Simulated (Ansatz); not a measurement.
**Cold compression of Ba (dhcp type)**

```
Ba
1.0
     4.49027    0.00000    0.00000
    -2.24513    3.88869    0.00000
     0.00000    0.00000   14.66033
Ba
4
Direct
  0.00000 0.00000 0.00000
  0.00000 0.00000 0.50000
  0.33333 0.66667 0.25000
  0.66667 0.33333 0.75000
```

The cell comes from a relaxation on PAW files under the same functional, begun from a prototype that needn't be the stable phase.

Its volume is scaled, and at each volume shape and atoms are relaxed on PAW files; all methods then take that cell.

Level of theory: DFT with PBE, scalar-relativistic, in Ansatz 0.2.0; a Γ-centred 8×8×2 k mesh, Fermi–Dirac smearing of 0.08 eV, no spin polarisation. LAPW: all electrons, basis error target 1 meV/atom; PAW: frozen-core files, cutoff 420 eV; crystal datasets: all electrons, by PAW datasets that the program makes for each cell; norm-conserving: pseudopotentials, cutoff 770 eV; PAW (partial waves polarizable): frozen-core files, cutoff 420 eV.

Energies are extrapolated to zero smearing and count from the unscaled cell; pressure is positive in compression; gaps take the mesh and a band path. No temperature or zero-point motion is included.

Spin–orbit coupling is left out, which matters for the heavy atoms.

| V/V0 | V (Å³/atom) | P LAPW (GPa) | ΔE LAPW (eV/atom) | P PAW − LAPW (GPa) | ΔE PAW − LAPW (meV/atom) | space group | shortest distance (Å) |
| --- | --- | --- | --- | --- | --- | --- | --- |
| 1.00 | 64.00 | 0.00 | 0.000 | 0.00 | 0.0 | P6_3/mmc | 4.489 |
| 0.85 | 54.40 | 1.61 | 0.042 | 0.00 | 0.0 | P6_3/mmc | ? |
| 0.75 | 48.00 | 3.26 | 0.137 | 0.00 | 0.0 | P6_3/mmc | 4.074 |
| 0.55 | 35.20 | 9.31 | 0.599 | 0.00 | -0.2 | P6_3/mmc | ? |
| 0.40 | 25.60 | 23.3 | 1.497 | -0.01 | -0.6 | P6_3/mmc | 3.308 |

Give the missing entry: row "0.55", column "shortest distance (Å)".

3.678.

What belongs in the row "0.85", column "shortest distance (Å)"?

4.253.

At the smallest volume, how far do crystal datasets and norm-conserving and PAW (partial waves polarizable) lie from LAPW in pressure?

crystal datasets: 0.00 GPa; norm-conserving: 0.00 GPa; PAW (partial waves polarizable): -0.01 GPa, on a LAPW pressure of 23.3 GPa.
